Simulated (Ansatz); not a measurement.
Ti (Fm-3m): electronic heat capacity and spin susceptibility from the density of states

Theory: Ansatz, DFT PBEsol, scalar-relativistic, plane waves, PAW.

Settings: cutoff 420 eV, Γ-centred mesh 18×18×18 on the computed 1-atom cell, Gaussian smearing of 0.10 eV; no spin polarisation.

Relaxed cell: Fm-3m, a = 4.056 Å, b = 4.056 Å, c = 4.056 Å, α = 90.00°, β = 90.00°, γ = 90.00°, 1 atom in the primitive cell. This fcc form isn't the element's structure at ambient conditions.

The density of states at the Fermi level is 1.684 states/eV in the cell of 1 atom (1 formula unit; both spins, tetrahedra on a 27×27×27 mesh).

Question: What Sommerfeld coefficient and Pauli susceptibility does this give?

Answer: Per formula unit N(E_F) = 1.684 states/eV. γ = (π²/3) k_B² N(E_F) N_A = 2.357 mJ/(mol K²) per state/eV, so γ = 4.0 mJ/(mol K²), a mole of formula units. χ_P = μ_B² N(E_F) N_A = 3.23×10⁻⁵ emu/mol per state/eV gives 5.4×10⁻⁵ emu/mol. This is the bare band result: a measured γ of the same phase is as a rule larger by a factor 1 + λ from phonons and spin fluctuations, the spin part of χ is larger by the Stoner factor, and a measured χ also holds orbital and core terms. N(E_F) at one energy is sensitive to the mesh where the density of states has sharp peaks.